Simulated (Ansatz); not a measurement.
Bi:

```
Bi
1.0
     3.23838    0.00000    0.00000
     0.00000    3.22164    0.00000
    -0.08045    0.00000    6.44389
Bi
2
Cartesian
  1.7022 0.0000 4.8302
  1.4558 0.0000 1.6137
```

This isn't the form of Bi at room conditions, which is rhombohedral.

Base run:

```yaml
Program: Ansatz 0.2.0
Functional: PBEsol
Potentials_or_basis: all-electron LAPW, scalar-relativistic
Cutoff: 188 eV
Density_cutoff: 754 eV
Basis_error_allowed: 0.001 eV/atom
k_mesh: 8 × 8 × 4
Occupations: fermi-dirac, width 0.05 eV
Spin: no spin polarisation
```

Its results: pressure -0.4 GPa; largest force 0.013 eV/Å.

Q: After a change of settings the same cell gave: pressure -1.7 GPa; largest force 0.018 eV/Å. Which change was it?
A. functional from PBEsol to LDA
B. potentials or basis from all-electron LAPW, scalar-relativistic to all-electron PAW datasets made for the crystal
C. potentials or basis from all-electron LAPW, scalar-relativistic to all-electron LAPW, non-relativistic
D. potentials or basis from all-electron LAPW, scalar-relativistic to all-electron LAPW, inner shells corrected to Dirac's equation

A: A.

LDA binds more tightly than PBEsol, so the same cell stands under less pressure.

Not every run made on this cell is shown here.
